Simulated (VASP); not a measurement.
# TiC (Fm-3m) in VASP: notebook

The runs below take TiC through relaxation of cell and atoms, with LDA.

Everything below comes from runs of VASP 6.6.1. Logs are shortened: lines on timing, memory, paths and dates and some standing lists are left out, and cuts for length are marked.

### Step 1. Starting point

Symmetry: Fm-3m, No. 225, cubic system. The conventional cell has a = 4.319 Å, b = 4.319 Å, c = 4.319 Å, α = 90.00°, β = 90.00°, γ = 90.00°. Ti (site symmetry m-3m) has 6 C at 2.16 Å as nearest neighbours. C (site symmetry m-3m) is surrounded by 6 Ti at 2.16 Å.

### Step 2. Relaxation of cell and atoms, LDA

Input file INCAR:

```
SYSTEM = TiC
ALGO = Normal ; EDIFF = 1E-7
EDIFFG = -0.002 ; ENCUT = 520
GGA = CA ; IBRION = 2
ISIF = 3 ; ISMEAR = 0
LASPH = .TRUE. ; LCHARG = .FALSE.
LREAL = .FALSE. ; LWAVE = .FALSE.
NELM = 60 ; NSW = 80
PREC = Accurate ; SIGMA = 0.1
```

Input file KPOINTS:

```
k-points
0
G
  16 16 16
  0 0 0
```

Input file POSCAR:

```
TiC
1.0
    0.0000000000      2.1593000000      2.1593000000
    2.1593000000      0.0000000000      2.1593000000
    2.1593000000      2.1593000000      0.0000000000
Ti C
1 1
Direct
    0.0000000000      0.0000000000      0.0000000000
    0.5000000000      0.5000000000      0.5000000000
```

Potentials or basis: VASP PAW LDA potentials, release 64 (Ti_sv, C).

On the command line:

```console
$ cat potpaw_LDA.64/Ti_sv/POTCAR potpaw_LDA.64/C/POTCAR > POTCAR
$ mpirun -np 1 vasp_std > vasp.out
```

OUTCAR:

```text
SYSTEM = TiC
   EDIFF = 1E-7
   EDIFFG = -0.002
   ENCUT = 520
   GGA = CA
   IBRION = 2
   ISIF = 3
   ISMEAR = 0
   LASPH = .TRUE.
   LREAL = .FALSE.
   NELM = 60
   NSW = 80
   PREC = Accurate

 ion  position               nearest neighbor table
   1  0.000  0.000  0.000-   2 2.16   2 2.16   2 2.16   2 2.16   2 2.16   2 2.16
   2  0.500  0.500  0.500-   1 2.16   1 2.16   1 2.16   1 2.16   1 2.16   1 2.16

  LATTYP: Found a face centered cubic cell.
 ALAT       =     4.3186000000

  Lattice vectors:

 A1 = (   0.0000000000,   2.1593000000,   2.1593000000)
 A2 = (   2.1593000000,   0.0000000000,   2.1593000000)
 A3 = (   2.1593000000,   2.1593000000,   0.0000000000)

Analysis of symmetry for initial positions (statically):
=====================================================================
 Subroutine PRICEL returns:
 Original cell was already a primitive cell.

 Routine SETGRP: Setting up the symmetry group for a
 face centered cubic supercell.

 Subroutine GETGRP returns: Found 48 space group operations
 (whereof 48 operations were pure point group operations)
 out of a pool of 48 trial point group operations.

The static configuration has the point symmetry O_h .

Analysis of symmetry for dynamics (positions and initial velocities):
=====================================================================
 Subroutine PRICEL returns:
 Original cell was already a primitive cell.

 Routine SETGRP: Setting up the symmetry group for a
 face centered cubic supercell.

 Subroutine GETGRP returns: Found 48 space group operations
 (whereof 48 operations were pure point group operations)
 out of a pool of 48 trial point group operations.

The dynamic configuration has the point symmetry O_h .

 Subroutine INISYM returns: Found 48 space group operations
 (whereof 48 operations are pure point group operations),
 and found     1 'primitive' translations

----------------------------------------------------------------------------------------

                                     Primitive cell

  volume of cell :      20.1358

  direct lattice vectors                    reciprocal lattice vectors
     0.000000000  2.159300000  2.159300000    -0.231556523  0.231556523  0.231556523
     2.159300000  0.000000000  2.159300000     0.231556523 -0.231556523  0.231556523
     2.159300000  2.159300000  0.000000000     0.231556523  0.231556523 -0.231556523

  length of vectors
     3.053711345  3.053711345  3.053711345     0.401067663  0.401067663  0.401067663

  position of ions in fractional coordinates (direct lattice)
     0.000000000  0.000000000  0.000000000
     0.500000000  0.500000000  0.500000000

  ion indices of the primitive-cell ions
   primitive index   ion index
                 1           1
                 2           2

----------------------------------------------------------------------------------------

 KPOINTS: k-points

Automatic generation of k-mesh.
 Grid dimensions read from file:
 generate k-points for:   16   16   16

 Generating k-lattice:

  Cartesian coordinates                     Fractional coordinates (reciprocal lattice)
    -0.014472283  0.014472283  0.014472283     0.062500000  0.000000000  0.000000000
     0.014472283 -0.014472283  0.014472283     0.000000000  0.062500000  0.000000000
     0.014472283  0.014472283 -0.014472283     0.000000000  0.000000000  0.062500000

  Length of vectors
     0.025066729  0.025066729  0.025066729

  Shift w.r.t. Gamma in fractional coordinates (k-lattice)
     0.000000000  0.000000000  0.000000000

 Subroutine IBZKPT returns following result:
 ===========================================

 Found    145 irreducible k-points:

 Following reciprocal coordinates:
            Coordinates               Weight
  0.000000  0.000000  0.000000      1.000000
  0.062500  0.000000  0.000000      8.000000
  0.125000  0.000000  0.000000      8.000000
  0.187500  0.000000  0.000000      8.000000
  0.250000  0.000000  0.000000      8.000000
  0.312500  0.000000  0.000000      8.000000
[... 16 lines left out ...]
 -0.125000  0.062500  0.000000     24.000000
 -0.062500  0.062500  0.000000     12.000000
 [... further k-points ...]
   k-points           NKPTS =    145   k-points in BZ     NKDIM =    145   number of bands    NBANDS=     12
   number of dos      NEDOS =    301   number of ions     NIONS =      2
   total plane-waves  NPLWV =  13824
   dimension x,y,z NGX =    24 NGY =   24 NGZ =   24
   dimension x,y,z NGXF=    48 NGYF=   48 NGZF=   48
   ions per type =               1   1
   NGX,Y,Z   is equivalent  to a cutoff of  13.07, 13.07, 13.07 a.u.
   NGXF,Y,Z  is equivalent  to a cutoff of  26.13, 26.13, 26.13 a.u.
 SYSTEM =  TiC
   PREC   = accura    normal or accurate (medium, high low for compatibility)
   ISTART =      0    job   : 0-new  1-cont  2-samecut
   ICHARG =      2    charge: 1-file 2-atom 10-const
   ISPIN  =      1    spin polarized calculation?
   LNONCOLLINEAR =      F non collinear calculations
   LSORBIT =      F    spin-orbit coupling
   LASPH  =      T    aspherical Exc in radial PAW
   ENCUT  =  520.0 eV  38.22 Ry    6.18 a.u.   5.68  5.68  5.68*2*pi/ulx,y,z
   NELM   =     60;   NELMIN=  2; NELMDL= -5     # of ELM steps
   EDIFF  = 0.1E-06   stopping-criterion for ELM
   LREAL  =      F    real-space projection
   EDIFFG = -.2E-02   stopping-criterion for IOM
   NSW    =     80    number of steps for IOM
   IBRION =      2    ionic relax: 0-MD 1-quasi-New 2-CG
   NFREE  =      1    steps in history (QN), initial steepest desc. (CG)
   ISIF   =      3    stress and relaxation
   ISYM   =      2    0-nonsym 1-usesym 2-fastsym
   POTIM  = 0.5000    time-step for ionic-motion
   TEBEG  =    0.0;   TEEND  =   0.0 temperature during run
   PSTRESS=    0.0 pullay stress
   NELECT =      16.0000    total number of electrons
   NUPDOWN=      -1.0000    fix difference up-down
   EMIN   =  10.00;   EMAX   =-10.00  energy-range for DOS
   EFERMI =   0.00;   METHOD = LEGACY
   ISMEAR =     0;   SIGMA  =   0.10  broadening in eV -4-tet -1-fermi 0-gaus
   EFERMI_NEDOS =   21; number of points for ismear=-14 and -15
   IALGO  =     38    algorithm
   IMIX   =      4    mixing-type and parameters
     AMIX     =   0.40;   BMIX     =  1.00
     AMIX_MAG =   1.60;   BMIX_MAG =  1.00
  volume/ion in A,a.u.               =      10.07        67.94
  Fermi-wavevector in a.u.,A,eV,Ry     =   1.516323  2.865436 31.283015  2.299237
  Thomas-Fermi vector in A             =   2.625728
   LORBIT       =      0    0 simple, 1 ext, 2 COOP (PROOUT), +10 PAW based schemes
   GGA     = CA    functional components
   LHFCALC =     F    Hartree Fock is set to
   AEXX    =    0.0000 exact exchange contribution
   IVDW    =     0    specifies the selected vdW correction
   LEPSILON=     F    determine dielectric tensor
   LRPA    =     F    only Hartree local field effects (RPA)
 conjugate gradient relaxation of ions
 non-spin polarized calculation
 Gauss-broadening in eV      SIGMA  =   0.10
  energy-cutoff  :      520.00
  volume of cell :       20.14
 maximum number of plane-waves:       560
   NGX = 11   NGY = 11   NGZ = 11

--------------------------------------- Ionic step        1  -------------------------------------------

 number of electron      16.0000002 magnetization

 Free energy of the ion-electron system (eV)
  ---------------------------------------------------
  ext. energy  EPLUGINS =         0.00000000
  ---------------------------------------------------
  free energy    TOTEN  =       -20.51599684 eV

  energy without entropy =      -20.51404100  energy(sigma->0) =      -20.51501892

------------------------ aborting loop because EDIFF is reached ----------------------------------------

  FORCE on cell =-STRESS in cart. coord.  units (eV):
  Direction    XX          YY          ZZ          XY          YZ          ZX
  --------------------------------------------------------------------------------------
  -------------------------------------------------------------------------------------
  Total       -1.2354485     -1.2354485     -1.2354485      0.0000000      0.0000000      0.0000000
  in kB      -98.3028915    -98.3028915    -98.3028915      0.0000000      0.0000000      0.0000000
  external PRESSURE =     -98.3028915 kB  Pullay stress =       0.0000000 kB
[... 21 lines left out ...]
  energy  without entropy=      -20.5140409994  energy(sigma->0) =      -20.51501892

--------------------------------------- Ionic step        2  -------------------------------------------

 number of electron      15.9999996 magnetization

 E-fermi :  10.4450     XC(G=0): -13.4962

 val. band max:       10.4092250634   @ k =   0.1250   0.0625   0.0000
 cond. band min:      10.4639080545   @ k =   0.4375   0.4375   0.0000
 fundamental gap:      0.0546829911
 Fermi energy:        10.4449689302

 k-point     1 :       0.0000    0.0000    0.0000
  band No.  band energies     occupation
      1     -45.1426      2.00000
      2     -21.4800      2.00000
      3     -21.4800      2.00000
      4     -21.4800      2.00000
      5      -2.1982      2.00000
      6      11.1172      0.00000
      7      11.1172      0.00000
      8      11.1172      0.00000
      9      12.2766      0.00000
     10      12.2766      0.00000
     11      12.2766      0.00000
     12      12.3863      0.00000
[... 331 lines left out ...]
 k-point    24 :      -0.0625    0.0625    0.0000
  band No.  band energies     occupation
      1     -45.1307      2.00000
      2     -21.5505      2.00000
      3     -21.4992      2.00000
      4     -21.4813      2.00000
      5      -1.9313      2.00000
      6      10.1893      1.99970
      7      10.3427      1.85209
      8      10.4038      1.43998
      9      11.2446      0.00000
     10      11.9532      0.00000
     11      12.9170      0.00000
     12      13.6209      0.00000

 [... further k-points ...]
[... 5 lines left out ...]
  --------------------------------------------------------------------------------------
  -------------------------------------------------------------------------------------
  Total        1.8812538      1.8812538      1.8812538      0.0000000      0.0000000     -0.0000000
  in kB      163.9102428    163.9102428    163.9102428      0.0000000      0.0000000     -0.0000000
  external PRESSURE =     163.9102428 kB  Pullay stress =       0.0000000 kB
[... 129 lines left out ...]
  energy  without entropy=      -20.5378460998  energy(sigma->0) =      -20.53876923

--------------------------------------- Ionic step        6  -------------------------------------------

 number of electron      16.0000003 magnetization

 Free energy of the ion-electron system (eV)
  ---------------------------------------------------
  ext. energy  EPLUGINS =         0.00000000
  ---------------------------------------------------
  free energy    TOTEN  =       -20.53969316 eV

  energy without entropy =      -20.53784772  energy(sigma->0) =      -20.53877044

 E-fermi :   9.7811     XC(G=0): -13.2188

 val. band max:        9.7653422757   @ k =   0.1250   0.0625   0.0000
 cond. band min:       9.8312041869   @ k =   0.5000   0.5000   0.0000
 fundamental gap:      0.0658619112
 Fermi energy:         9.7810699861

 k-point     1 :       0.0000    0.0000    0.0000
  band No.  band energies     occupation
      1     -45.9488      2.00000
      2     -22.3268      2.00000
      3     -22.3268      2.00000
      4     -22.3268      2.00000
      5      -2.6256      2.00000
      6      10.4431      0.00000
      7      10.4431      0.00000
      8      10.4431      0.00000
      9      11.5453      0.00000
     10      11.5453      0.00000
     11      11.5453      0.00000
     12      11.6099      0.00000
[... 331 lines left out ...]
 k-point    24 :      -0.0625    0.0625    0.0000
  band No.  band energies     occupation
      1     -45.9393      2.00000
      2     -22.3846      2.00000
      3     -22.3427      2.00000
      4     -22.3281      2.00000
      5      -2.3762      2.00000
      6       9.5499      1.99892
      7       9.7102      1.68365
      8       9.7583      1.25308
      9      10.5616      0.00000
     10      11.2154      0.00000
     11      12.1478      0.00000
     12      12.7805      0.00000

 [... further k-points ...]
[... 5 lines left out ...]
  --------------------------------------------------------------------------------------
  -------------------------------------------------------------------------------------
  Total       -0.0012099     -0.0012099     -0.0012099      0.0000000      0.0000000     -0.0000000
  in kB       -0.0999860     -0.0999860     -0.0999860      0.0000000      0.0000000     -0.0000000
  external PRESSURE =      -0.0999860 kB  Pullay stress =       0.0000000 kB
[... 17 lines left out ...]
  FREE ENERGIE OF THE ION-ELECTRON SYSTEM (eV)
  ---------------------------------------------------
  free  energy   TOTEN  =       -20.5396931636 eV

  energy  without entropy=      -20.5378477200  energy(sigma->0) =      -20.53877044

 reached required accuracy - stopping structural energy minimisation
```

It took 44 s on 1 thread of Intel Xeon 6975P-C (Granite Rapids), shared host; peak memory 0.16 GiB.

Results:

```yaml
Free_energy: -20.5397 eV
Relaxed_volume: 9.69 Å³/atom
Relaxed_cell: a = 3.015 Å, b = 3.015 Å, c = 3.015 Å, α = 60.00°, β = 60.00°, γ = 60.00°
Space_group_after_relaxing_to_0.05_Å: Fm-3m (No. 225)
Energy_gained_by_relaxing: 11.8 meV/atom
Ionic_steps: 6
Pressure_after_relaxing: 0.0 GPa
Band_gap_on_the_k_mesh: none (metal or under the smearing width)
```

The path:
| step | energy change (eV) | largest force (eV/Å) | pressure (GPa) | volume (Å³) |
| --- | --- | --- | --- | --- |
| 1 | 0.0000 | 0.0000 | -9.83 | 20.14 |
| 2 | 0.0252 | 0.0000 | 16.39 | 18.39 |
| 3 | -0.0237 | 0.0000 | -0.14 | 19.40 |
| 4 | -0.0237 | 0.0000 | 0.06 | 19.38 |
| 5 | -0.0237 | 0.0000 | -0.06 | 19.39 |
| 6 | -0.0237 | 0.0000 | -0.01 | 19.39 |

Final structure:
```
CELL_PARAMETERS angstrom
0.00000 2.13218 2.13218
2.13218 0.00000 2.13218
2.13218 2.13218 0.00000
ATOMIC_POSITIONS crystal
Ti 0.00000 0.00000 0.00000
C 0.50000 0.50000 0.50000
```

### Step 3. Relaxation of cell and atoms, LDA

This run uses another cell than the first one, of 9.69 Å³/atom, 0.963 times its volume.

INCAR is that of step 2.

KPOINTS is that of step 2.

Input file POSCAR:

```
TiC                                     
1.0
    0.0000000000      2.1321841766      2.1321841766
    2.1321841766      0.0000000000      2.1321841766
    2.1321841766      2.1321841766      0.0000000000
  Ti              C             
     1     1
Direct
     0.0000000000000000    1.0000000000000000    0.0000000000000000
     0.5000000000000000    0.5000000000000000    0.5000000000000000
```

Potentials or basis: VASP PAW LDA potentials, release 64 (Ti_sv, C).

On the command line:

```console
$ cat potpaw_LDA.64/Ti_sv/POTCAR potpaw_LDA.64/C/POTCAR > POTCAR
$ mpirun -np 1 vasp_std > vasp.out
```

Wall time 12 s (1 thread of Intel Xeon 6975P-C (Granite Rapids), shared host); peak memory 0.15 GiB.

It converged, with:

```
Free energy             : -20.5393 eV
Pressure after relaxing : 0.0 GPa
Band gap on the k mesh  : none (metal or under the smearing width)
```

Final structure:
```
Ti C
1.0
     0.00000    2.13218    2.13218
     2.13218    0.00000    2.13218
     2.13218    2.13218    0.00000
Ti C
1 1
Direct
  0.00000 0.00000 0.00000
  0.50000 0.50000 0.50000
```

Levels at points of the mesh, in eV from the Fermi level:
```
           k point  band 6  band 7  band 8  band 9  band 10  band 11
(0.00, 0.00, 0.00)    0.66    0.66    0.66    1.76     1.76     1.76
(0.50, 0.00, 0.00)   -6.02   -3.03   -3.03    3.08     3.08     4.35
(0.50, 0.50, 0.00)   -3.38   -1.80    0.05    0.05     2.91     3.72
```

Caveat: the relaxation stopped at its first step, so nothing moved.
